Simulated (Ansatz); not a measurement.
**Energy ranking of Be2S5 structures**

Theory: DFT PBE, scalar-relativistic, plane waves, PAW (Ansatz). Settings: cutoff 420 eV, Γ-centred meshes spaced at most about 0.3 Å⁻¹ (2π included), Gaussian smearing. No spin polarisation.

Energies over the elements count from the elements' standard structures at the same level, with no fitted energy shifts.

These are static total energies at zero pressure. Larger cells and other orderings weren't all tried, so the list isn't exhaustive. No dispersion correction is applied, so the spacing and binding between layers, chains or molecules are poorly described (P3m1, R-3m), and this can change margins and order among such cells. Kohn–Sham gaps at this level usually fall short of measured ones. The reference form of S is held partly by dispersion forces, which this level lacks.

Invented guesses were relaxed alike, and ends that match in structure were merged. ΔE counts from the first row. Coordination counts S atoms around Be (those within 1.25 times the shortest such distance or 1.15 times the sum of covalent radii, 1.27 where that leaves under three). The ends were matched against large subsets of the Crystallography Open Database and the Materials Project, so a missing match doesn't prove that a structure is unreported.

```csv
#,reached from,type and space group,atoms,Å³/atom,coordination,ΔE (meV/atom),gap on mesh (eV),in databases
1,a cell proposed by chemical analogy,P3m1 (No. 156),14,28.7,Be 3,0,2.21,no match
2,a cell proposed by chemical analogy,C2 (No. 5),7,17.3,Be 4,101,0.99,no match
3,Cu5Ge2 type (R-3m),R-3m (No. 166),7,20.4,Be 4,118,0.70,no match
```

The lowest: Space group P3m1 (No. 156), trigonal, a = 6.934 Å, c = 9.646 Å. Be on a site of symmetry 3m is surrounded by 3 S at 2.00 Å; Be on a site of symmetry m has 3 S at 2.00–2.01 Å; S on a site of symmetry m has 3 Be at 2.00 Å; S on a site of symmetry 3m has 3 Be at 2.01 Å; S on a second site of symmetry m is surrounded by 2 S at 2.08 Å; 1 more site not described. Its energy over the elements is −0.458 eV/atom. Whether it is stable depends on the other phases of the system, which aren't compared here. An observed structure of this formula, if there is one, may be missing.

```
CELL_PARAMETERS angstrom
6.93380 0.00000 0.00000
-3.46690 6.00485 0.00000
0.00000 0.00000 9.64625
ATOMIC_POSITIONS crystal
Be 0.00000 0.00000 0.99724
Be 0.49991 0.50009 0.99317
Be 0.00017 0.50009 0.99317
Be 0.49991 0.99983 0.99317
S 0.16659 0.83341 0.00052
S 0.16659 0.33317 0.00052
S 0.66683 0.83341 0.00052
S 0.66667 0.33333 0.98084
S 0.48940 0.51060 0.58298
S 0.17727 0.35454 0.49063
S 0.02120 0.51060 0.58298
S 0.48940 0.97880 0.58298
S 0.17727 0.82273 0.49063
S 0.64546 0.82273 0.49063
```

The second: Space group C2 (No. 5), monoclinic, a = 5.325 Å, b = 4.832 Å, c = 9.470 Å, β = 95.1°. Be is surrounded by 4 S at 2.12–2.17 Å; around S on a site of symmetry 1 lie 2 Be at 2.12–2.17 Å and 1 S at 2.21 Å; S on a second site of symmetry 1 has 1 S at 1.96 Å and 1 S at 2.21 Å; S on a site of symmetry 2 is surrounded by 4 Be at 2.15–2.16 Å. Counting S atoms around Be, the first has Be 3 and the second has Be 4. The first and the second both hold S–S units of three or more atoms. Cells relaxed within their symmetry can be saddle points. Some structure types and database cells were kept out of the candidates from the start, so a known form may be missing.
